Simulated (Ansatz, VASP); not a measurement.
# Fe: VASP beside Ansatz

```xyz
3
Lattice="1.3468 0.7776 6.5091 -1.3468 0.7776 6.5091 0.0000 -1.5552 6.5091" Properties=species:S:1:pos:R:3 pbc="T T T"
Fe    0.0000    0.0000    0.0000
Fe    0.0000    0.0000    4.3394
Fe    0.0000    0.0000   15.1880
```

Alike in both runs: task single point; functional PBE; k mesh 9 × 9 × 9; occupations gaussian, width 0.1 eV; collinear spin.

```csv
,VASP,Ansatz
version,VASP 6.6.1,Ansatz 0.2.0
potentials or method,"VASP PAW PBE potentials, release 64 (Fe)","scalar-relativistic, plane waves, PAW"
plane-wave cutoff (eV),520,420
valence electrons in the cell,24,48
```

```csv
,VASP,Ansatz,Ansatz less VASP
gap on the k mesh at the Fermi level (eV),none,none,-
pressure (GPa),-14.4,-14.3,+0.10
largest component of the traceless stress (GPa),2.93,3.02,+0.091
rms of the force components (eV/Å),0.003,0.003,+0.0002
net moment per atom (μB),2.78,2.78,+0.006
size of the moment on the site where the two differ most (μB),2.79,2.84,+0.047
```

Site moments also hang on the region over which each program counts them. Atom by atom the forces differ by 0.000 eV/Å (rms over components). A gap of «none» marks a metal or a gap that the smearing closes. The two sets of potentials don't hold the same shells in valence.
